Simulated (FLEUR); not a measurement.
# Ag (Im-3m) in FLEUR: convergence with k mesh

Aim: find how far k mesh must go before the results for Ag settle, at LDA. This setting moves, with any that are tied to it; all else stays.

All numbers are computed with FLEUR MaX-R8.1 (later development tree); they aren't measurements. Logs are shortened: lines on timing, memory, paths and dates and some standing lists are left out, and cuts for length are marked.

## Step 1: Starting point

Symmetry: Im-3m, No. 229, cubic system. Conventional cell: a = 3.311 Å, b = 3.311 Å, c = 3.311 Å, α = 90.00°, β = 90.00°, γ = 90.00°. Ag (site symmetry m-3m) is surrounded by 8 Ag at 2.87 Å.

This isn't the form of Ag at room conditions, which is fcc.

## Step 2: With k mesh 3 × 3 × 3

The input, inp.xml:

```xml
<?xml version="1.0" encoding="UTF-8" standalone="no"?>
<fleurInput fleurInputVersion="0.39">
   <comment>
      Ag                                                                                                  
   </comment>
   <calculationSetup>
      <cutoffs Kmax="4.1" Gmax="12.7" GmaxXC="12.7" numbands="0"/>
      <scfLoop itmax="60" minDistance="0.00001" maxIterBroyd="15" imix="Anderson" alpha="0.05" precondParam="0.0" spinf="2.0" sdNocoIR="T"/>
      <coreElectrons ctail="T" frcor="F" kcrel="0" coretail_lmax="0"/>
      <xcFunctional name="vwn" relativisticCorrections="F"/>
      <magnetism jspins="1"/>
      <soc l_soc="F" theta="0.0" phi="0.0" spav="F"/>
      <expertModes spex="0" secvar="F"/>
      <geometryOptimization l_f="T" forcealpha="1.0" forcemix="BFGS" epsdisp="0.0005" epsforce="0.0002"/>
      <ldaU l_linMix="F" mixParam="0.05" spinf="1.0"/>
   </calculationSetup>
   <cell>
      <bzIntegration valenceElectrons="19.0" mode="hist" fermiSmearingEnergy="0.00183747">
         <kPointListSelection listName="default-1"/>
         <!-- k-points included here -->
         <xi:include xmlns:xi="http://www.w3.org/2001/XInclude" href="kpts.xml"> </xi:include>
      </bzIntegration>
      <!-- symmetry operations included here -->
      <xi:include xmlns:xi="http://www.w3.org/2001/XInclude" href="sym.xml"> </xi:include>
      <bulkLattice scale="1.0">
         <bravaisMatrix>
            <row-1>   -3.1287326170984882     3.1287326170984882     3.1287326170984882</row-1>
            <row-2>    3.1287326170984882    -3.1287326170984882     3.1287326170984882</row-2>
            <row-3>    3.1287326170984882     3.1287326170984882    -3.1287326170984882</row-3>
         </bravaisMatrix>
      </bulkLattice>
   </cell>
   <atomSpecies>
      <species name="Silver (Ag)" element="Ag" atomicNumber="47">
         <mtSphere radius="2.51" gridPoints="829" logIncrement="0.016"/>
         <atomicCutoffs lmax="10" lnonsphr="10"/>
         <electronConfig flipSpins="F">
            <coreConfig>(1s1/2) (2s1/2) (2p1/2) (2p3/2) (3s1/2) (3p1/2) (3p3/2) (3d3/2) (3d5/2)</coreConfig>
            <valenceConfig>(4s1/2) (4p1/2) (4p3/2) (5s1/2) (4d3/2) (4d5/2)</valenceConfig>
            <stateOccupation state="(5s1/2)" spinUp="0.500000" spinDown="0.500000"/>
         </electronConfig>
         <energyParameters s="5" p="5" d="4" f="4"/>
         <lo type="SCLO" l="0" n="4" eDeriv="0"/>
         <lo type="SCLO" l="1" n="4" eDeriv="0"/>
         <lo type="SCLO" l="1" n="4" eDeriv="1"/>
         <lo type="SCLO" l="2" n="4" eDeriv="2"/>
         <lo type="SCLO" l="3" n="4" eDeriv="2"/>
      </species>
   </atomSpecies>
   <atomGroups>
      <atomGroup species="Silver (Ag)">
         <relPos label="                   1">.0000000000 .0000000000 .0000000000</relPos>
         <force calculate="T" relaxXYZ="TTT"/>
      </atomGroup>
   </atomGroups>
   <output dos="F" band="F" slice="F">
      <checks vchk="F" cdinf="F"/>
      <bandDOS minEnergy="-.5*Htr" maxEnergy="0.5*Htr" sigma="0.015" storeEVData="T"/>
      <vacuumDOS vacdos="F" integ="F" star="F" nstars="0" locx1="0.0" locy1="0.0" locx2="0.0" locy2="0.0" nstm="0" tworkf="0.0"/>
      <unfoldingBand unfoldBand="F" supercellX="1" supercellY="1" supercellZ="1"/>
      <plotting iplot="0" polar="F">
         <plot TwoD="T" vec1="  1.0  0.0  0.0" vec2="  0.0  1.0  0.0" vec3="  0.0  0.0  1.0" zero="  0.0  0.0  0.0" file="plot"/>
      </plotting>
      <chargeDensitySlicing numkpt="0" minEigenval="0.0" maxEigenval="0.0" nnne="0" pallst="F"/>
      <specialOutput eonly="F"/>
      <moessbauerParams electricFieldGradient="T" isomerShift="T" coreHyperfine="T" valenceHyperfine="T"/>
      <magneticCircularDichroism mcd="F" energyLo="-10.0" energyUp="0.0"/>
   </output>
  <!-- We include the file relax.xml here to enable relaxations (see documentation) -->
  <xi:include xmlns:xi="http://www.w3.org/2001/XInclude" href="relax.xml"> <xi:fallback/> </xi:include>
</fleurInput>
```

The input, crystal.txt:

```
Ag
&input cartesian=F /
-1.6556540000  1.6556540000  1.6556540000
1.6556540000  -1.6556540000  1.6556540000
1.6556540000  1.6556540000  -1.6556540000
1.8897261246
1.0 1.0 1.0

1
47 0.0000000000  0.0000000000  0.0000000000

&kpt div1=3 div2=3 div3=3 gamma=T /
```

Potentials or basis: all-electron, FLAPW.

Run with:

```
> inpgen -f crystal.txt -profile fastHighL
> # inp.xml edited to the form shown
> fleur_MPI
```

Wall time 3.2 s (1 thread of Arm Neoverse V2, shared host); peak memory 0.05 GiB.

Results:

| Quantity | Value |
| --- | --- |
| Free energy | -144559.7339 eV |
| Valence electrons inside the program's atomic spheres | Ag 17.72 (radii Ag 2.51 bohr) |

## Step 3: With k mesh 4 × 4 × 4

inp.xml is that of step 2.

Changes to crystal.txt since step 2:

```diff
@@ -11,2 +11,2 @@
 
-&kpt div1=3 div2=3 div3=3 gamma=T /
+&kpt div1=4 div2=4 div3=4 gamma=T /
```

Potentials or basis: all-electron, FLAPW.

Run with:

```
> inpgen -f crystal.txt -profile fastHighL
> # inp.xml edited to the form shown
> fleur_MPI
```

It took 4.7 s on 1 thread of Arm Neoverse V2, shared host; peak memory 0.05 GiB.

Results:

- Free energy: -144559.0898 eV
- Valence electrons inside the program's atomic spheres: Ag 17.71 (radii Ag 2.51 bohr)

## Step 4: With k mesh 6 × 6 × 6

inp.xml is that of step 3.

Changes to crystal.txt since step 3:

```diff
@@ -11,2 +11,2 @@
 
-&kpt div1=4 div2=4 div3=4 gamma=T /
+&kpt div1=6 div2=6 div3=6 gamma=T /
```

Run with:

```
> inpgen -f crystal.txt -profile fastHighL
> # inp.xml edited to the form shown
> fleur_MPI
```

It took 2.8 s on 1 thread of Arm Neoverse V2, shared host; peak memory 0.05 GiB.

No converged result was reached.

## Step 5: With k mesh 8 × 8 × 8

inp.xml is that of step 4.

Changes to crystal.txt since step 4:

```diff
@@ -11,2 +11,2 @@
 
-&kpt div1=6 div2=6 div3=6 gamma=T /
+&kpt div1=8 div2=8 div3=8 gamma=T /
```

Run with:

```
> inpgen -f crystal.txt -profile fastHighL
> # inp.xml edited to the form shown
> fleur_MPI
```

It took 11 s on 1 thread of Arm Neoverse V2, shared host; peak memory 0.05 GiB.

What came out:

| Item | Value |
| --- | --- |
| Free energy | -144559.3373 eV |
| Band gap on the k mesh | none (metal or under the smearing width) |
| Valence electrons inside the program's atomic spheres | Ag 17.72 (radii Ag 2.51 bohr) |

## Step 6: With k mesh 9 × 9 × 9

inp.xml is that of step 5.

Changes to crystal.txt since step 5:

```diff
@@ -11,2 +11,2 @@
 
-&kpt div1=8 div2=8 div3=8 gamma=T /
+&kpt div1=9 div2=9 div3=9 gamma=T /
```

Potentials or basis: all-electron, FLAPW.

Run with:

```
> inpgen -f crystal.txt -profile fastHighL
> # inp.xml edited to the form shown
> fleur_MPI
```

Run time: 13 s. Hardware: 1 thread of Arm Neoverse V2, shared host; peak memory 0.05 GiB.

Results:

* Free energy: -144559.3950 eV
* Band gap on the k mesh: none (metal or under the smearing width)
* Valence electrons inside the program's atomic spheres: Ag 17.73 (radii Ag 2.51 bohr)

## Step 7: With k mesh 11 × 11 × 11

inp.xml is that of step 6.

Changes to crystal.txt since step 6:

```diff
@@ -11,2 +11,2 @@
 
-&kpt div1=9 div2=9 div3=9 gamma=T /
+&kpt div1=11 div2=11 div3=11 gamma=T /
```

Run with:

```
> inpgen -f crystal.txt -profile fastHighL
> # inp.xml edited to the form shown
> fleur_MPI
```

It took 19 s on 1 thread of Arm Neoverse V2, shared host; peak memory 0.05 GiB.

What came out:

- Free energy: -144559.3925 eV
- Band gap on the k mesh: none (metal or under the smearing width)
- Valence electrons inside the program's atomic spheres: Ag 17.73 (radii Ag 2.51 bohr)

## Step 8: With k mesh 14 × 14 × 14

inp.xml is that of step 7.

Changes to crystal.txt since step 7:

```diff
@@ -11,2 +11,2 @@
 
-&kpt div1=11 div2=11 div3=11 gamma=T /
+&kpt div1=14 div2=14 div3=14 gamma=T /
```

Run with:

```
> inpgen -f crystal.txt -profile fastHighL
> # inp.xml edited to the form shown
> fleur_MPI
```

Wall time 33 s (1 thread of Arm Neoverse V2, shared host); peak memory 0.05 GiB.

What came out:

```
Free energy                                           : -144559.3757 eV
Band gap on the k mesh                                : none (metal or under the smearing width)
Valence electrons inside the program's atomic spheres : Ag 17.73 (radii Ag 2.51 bohr)
```

## Step 9: With k mesh 16 × 16 × 16

inp.xml is that of step 8.

Changes to crystal.txt since step 8:

```diff
@@ -11,2 +11,2 @@
 
-&kpt div1=14 div2=14 div3=14 gamma=T /
+&kpt div1=16 div2=16 div3=16 gamma=T /
```

Potentials or basis: all-electron, FLAPW.

Run with:

```
> inpgen -f crystal.txt -profile fastHighL
> # inp.xml edited to the form shown
> fleur_MPI
```

The program printed:

```text
Welcome to FLEUR        (www.flapw.de)
      MaX-Release 8.1          (www.max-centre.eu)

 ========== k-point set info ==========
 Selected k-point list: default-1
 k-point list type: mesh
 16 x 16 x 16
 Number of k points: 145

 ------------Calculation Setup---------------------------
 Number of MPI-tasks      :            1
 Number of PE/node        :            1
 Number of OMP-threads    :            1
 Most efficient MPI parallelization for:
           1           5          29         145
 Additional eigenvalue parallelization possible
 Number of basis functions:          187
 Approximate size of matrices (H+S) per k-point:         0.001 GB
 --------------------------------------------------------
 Iteration:     1   Distance:      11.79633113 me/bohr^3
 Iteration:     2   Distance:       9.97555563 me/bohr^3
 Iteration:     3   Distance:       3.59923119 me/bohr^3
 Iteration:     4   Distance:       2.51989196 me/bohr^3
 Iteration:     5   Distance:       0.85462456 me/bohr^3
 Iteration:     6   Distance:       0.43543630 me/bohr^3
 Iteration:     7   Distance:       0.09986653 me/bohr^3
 Iteration:     8   Distance:       0.00518240 me/bohr^3
 Iteration:     9   Distance:       0.00329737 me/bohr^3
 Iteration:    10   Distance:       0.00048475 me/bohr^3
 Iteration:    11   Distance:       0.00019937 me/bohr^3
 Iteration:    12   Distance:       0.00000956 me/bohr^3

 ********************************************************************
 Run finished successfully
 Stop message:
   Structural relaxation: Done
 ********************************************************************
```

out.xml (last iteration):

```text
<iteration numberForCurrentRun="   13" overallNumber="   13">
         <energyParameters units="Htr">
            <atomicEP atomType="1" spin="1" branch="5s" branchLowest="-3.07" branchHighest="1.48" value="0.1925340244"/>
            <atomicEP atomType="1" spin="1" branch="5p" branchLowest="-1.72" branchHighest="2.14" value="0.3417082117"/>
            <atomicEP atomType="1" spin="1" branch="4d" branchLowest="-12.77" branchHighest="0.27" value="0.1416828871"/>
            <atomicEP atomType="1" spin="1" branch="4f" branchLowest="-9.99" branchHighest="2.26" value="0.6491840822"/>
            <loAtomicEP atomType="1" spin="1" branch="4s" branchLowest="-24.66" branchHighest="-3.07" value="-3.0768489564"/>
            <loAtomicEP atomType="1" spin="1" branch="4p" branchLowest="-20.05" branchHighest="-1.72" value="-1.7423829940"/>
            <loAtomicEP atomType="1" spin="1" branch="4p" branchLowest="-20.05" branchHighest="-1.72" value="-1.7423829940"/>
            <loAtomicEP atomType="1" spin="1" branch="4d" branchLowest="-12.77" branchHighest="0.27" value="0.1349701904"/>
            <loAtomicEP atomType="1" spin="1" branch="4f" branchLowest="-9.99" branchHighest="2.26" value="0.6491855464"/>
         </energyParameters>
         <eigenvalues>
            <eigenvaluesAt spin="1" ikpt="1" k_x="0.00000000" k_y="0.00000000" k_z="0.00000000">
                      -3.0773566209       -1.7349580633       -1.7349580633       -1.7349580633        0.0150895628
                       0.1167017420        0.1167017420        0.1167017420        0.1620769032        0.1620769032
                       0.9341470289        0.9341470289        0.9341470289        1.1275278478        1.1275278478
            </eigenvaluesAt>
            <eigenvaluesAt spin="1" ikpt="2" k_x="0.00000000" k_y="0.00000000" k_z="0.06250000">
                      -3.0773367050       -1.7351474327       -1.7350275241       -1.7349556852        0.0196237004
                       0.1156348108        0.1168862361        0.1192100078        0.1609112223        0.1621513512
                       0.9218800613        0.9325550102        0.9369125782        1.0811905491        1.0816978757
            </eigenvaluesAt>
            <eigenvaluesAt spin="1" ikpt="3" k_x="0.00000000" k_y="0.00000000" k_z="0.12500000">
                      -3.0772799391       -1.7356858979       -1.7352252384       -1.7349486494        0.0326225458
                       0.1126303216        0.1175658826        0.1265166664        0.1581893978        0.1624005252
                       0.8766533416        0.9199632969        0.9445776263        1.0350029367        1.0430178471
            </eigenvaluesAt>
            <eigenvaluesAt spin="1" ikpt="4" k_x="0.00000000" k_y="0.00000000" k_z="0.18750000">
                      -3.0771949487       -1.7364913666       -1.7355209173       -1.7349387573        0.0513502265
                       0.1082233216        0.1203709916        0.1379421948        0.1557419173        0.1628464163
                       0.7994626095        0.8885796373        0.9554420163        0.9813156665        1.0164040255
            </eigenvaluesAt>
         </eigenvalues>
         <bandgap value="0.0656018204" units="eV"/>
         <sumValenceSingleParticleEnergies value="-15.0718299604" units="Htr"/>
         <FermiEnergy value="0.2876275974" units="Htr"/>
         <valenceDensity>
            <mtCharges spin="1">
               <mtCharge atomType="1" total="17.7269520" s="2.3886523" p="6.2332216" d="9.0827927" f="0.0169711"/>
            </mtCharges>
            <spinDependentCharge spin="1" total="19.0000000" interstitial="1.2730480" mtSpheres="17.7269520"/>
            <totalCharge value="19.0000000000"/>
         </valenceDensity>
         <coreStates atomType="     1" atomicNumber=" 47" spin="1" kinEnergy="   5358.5016726464" eigValSum="  -3162.9295123172" lostElectrons=" 0.000000">
            <state n="1" l="0" j="0.5" energy="-928.7746590910" weight="1.0000000000"/>
            <state n="2" l="0" j="0.5" energy="-136.4035866807" weight="1.0000000000"/>
            <state n="2" l="1" j="0.5" energy="-126.8071945699" weight="1.0000000000"/>
            <state n="2" l="1" j="1.5" energy="-120.3736712832" weight="2.0000000000"/>
            <state n="3" l="0" j="0.5" energy="-24.6562334622" weight="1.0000000000"/>
            <state n="3" l="1" j="0.5" energy="-20.8343161185" weight="1.0000000000"/>
            <state n="3" l="1" j="1.5" energy="-19.6986901918" weight="2.0000000000"/>
            <state n="3" l="2" j="1.5" energy="-12.9061903715" weight="2.0000000000"/>
            <state n="3" l="2" j="2.5" energy="-12.6772208477" weight="3.0000000000"/>
         </coreStates>
         <allElectronCharges>
            <spinDependentCharge spin="1" total="47.0000000" interstitial="1.2730480" mtSpheres="45.7269520"/>
            <totalCharge value="46.9999999991"/>
         </allElectronCharges>
         <moessbauerParams unitsHFF="kG" unitsIS="e/bohr^3" unitsEFG="Htr/bohr^2">
            <coreIsomerShift atomType="1" isTotal="146839.59300">
               <shell n="1" l="0" isomerShift="128929.96578"/>
               <shell n="2" l="0" isomerShift="14754.32216"/>
               <shell n="2" l="1" isomerShift="308.74579"/>
               <shell n="3" l="0" isomerShift="2784.05556"/>
               <shell n="3" l="1" isomerShift="62.50370"/>
               <shell n="3" l="2" isomerShift="0.00001"/>
            </coreIsomerShift>
            <isomerShift atomType="1" nucleusRadius="0.0001124" averageDensity="147393.50337"/>
            <electricFieldGradient atomType="1" VXX="0.00000" VYY="0.00000" VZZ="0.00000" asymParam="0.00000">
            </electricFieldGradient>
         </moessbauerParams>
         <totalEnergy                                    value="    -5312.4590180054" units="Htr">
            <sumOfEigenvalues                            value="    -3178.0013422775">
               <coreElectrons value="-3162.9295123172"/>
               <valenceElectrons value="-15.0718299604"/>
            </sumOfEigenvalues>
            <densityCoulombPotentialIntegral value="-8543.6660423574"/>
            <densityEffectivePotentialIntegral value="-8735.3366334186"/>
            <chargeDenXCDenIntegral value="-144.5615434700"/>
            <FockExchangeEnergyValence value="0.0000000000"/>
            <FockExchangeEnergyCore value="0.0000000000"/>
            <atomTypeDependentContributions atomType="1">
               <electronNucleiInteractionDifferentMTs value="6433.9504008545"/>
               <MadelungTerm value="-19.4493436434"/>
            </atomTypeDependentContributions>
            <tkbTimesEntropy value="0.0001436042"/>
            <freeEnergy value="-5312.4591616097"/>
            <extrapolationTo0K value="-5312.4590898075"/>
         </totalEnergy>
         <totalForcesOnRepresentativeAtoms units="Htr/bohr">
            <forceTotal atomType="1" x="0.000000" y="0.000000" z="0.000000" F_x="0.00000000" F_y="0.00000000" F_z="0.00000000"/>
         </totalForcesOnRepresentativeAtoms>
      </iteration>
```

It took 46 s on 1 thread of Arm Neoverse V2, shared host; peak memory 0.05 GiB.

What came out:

* Free energy: -144559.3782 eV
* Band gap on the k mesh: none (metal or under the smearing width)
* Valence electrons inside the program's atomic spheres: Ag 17.73 (radii Ag 2.51 bohr)

## Step 10: Summary

```csv
k mesh,"energy less the tightest run, at zero smearing (meV/atom)",SCF cycles,CPU time (s),peak memory (GiB)
3 × 3 × 3,-357.65,13,3.2,0.05
4 × 4 × 4,286.45,14,4.7,0.05
6 × 6 × 6,not converged,-,-,-
8 × 8 × 8,43.68,14,11,0.05
9 × 9 × 9,-16.60,13,13,0.05
11 × 11 × 11,-14.55,13,19,0.05
14 × 14 × 14,2.58,13,33,0.05
16 × 16 × 16,0.00,13,46,0.05
```

Not settled before the last step: the energy (to 1 meV/atom). Meshes of other sizes hit other points, so gaps and Fermi surfaces needn't settle smoothly. The tightest run that finished is the yardstick and may itself not be fully converged.
